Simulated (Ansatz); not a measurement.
## MgF₂: stiffness from a series of strains

```xyz
6
Lattice="4.6213 0.0000 0.0000 0.0000 4.6213 0.0000 0.0000 0.0000 3.0159" Properties=species:S:1:pos:R:3 pbc="T T T"
Mg    0.0000    0.0000    0.0000
Mg    2.3106    2.3106    1.5079
F     1.3993    1.3993    0.0000
F     0.9113    3.7100    1.5079
F     3.2220    3.2220    0.0000
F     3.7100    0.9113    1.5079
```

Atom numbers follow the list: Mg1, Mg2, F3, F4, F5, F6.

The conventional cell has a = 4.621 Å, b = 4.621 Å, c = 3.016 Å, α = 90.00°, β = 90.00°, γ = 90.00°. Mg (atom 1) has 6 F at 1.98 Å as nearest neighbours. F (atom 3) has 3 Mg at 1.98 Å as nearest neighbours.

The geometry is COD entry 9007534, unchecked; take it as a test cell.

Theory: DFT, LDA, all-electron LAPW, scalar-relativistic (Ansatz 0.2.0).

Sampling and basis: a Γ-centred 5×5×7 k mesh, Fermi–Dirac smearing of 0.02 eV, basis error target 1 meV/atom, no spin polarisation.

The strain is applied along the Cartesian axes of the cell as listed (the other components stay zero). Fractional coordinates are held (clamped ions).

σ is the change of stress from the unstrained cell, which is at -2.96 GPa; tension is positive, so slopes are stress–strain coefficients at that pressure.

Only quantities that a quadratic follows smoothly over the whole series are listed; rougher ones are left out.

```tsv
εxx = εyy	σzz (GPa)	σxx (GPa)
-0.0300	-4.48	-7.84
-0.0200	-2.83	-4.95
0.0000	0.00	0.00
0.0100	1.21	2.11
0.0200	2.29	4.02
0.0300	3.25	5.74
```

Question: Fit the series and read off the stiffness at zero strain.

Answer: Least-squares fits y = p0 + p1 x + p2 x² to the rows give σzz (GPa): p1 = 129, p2 = -680; σxx (GPa): p1 = 226, p2 = -1200. So C13 + C23 = 129 GPa and C11 + C12 = 226 GPa, for these axes.

Question: One run, at εxx = εyy = -0.0100, is withheld. Predict its row.

Answer: The fits give -1.35, -2.38; the run gave -1.34, -2.35.
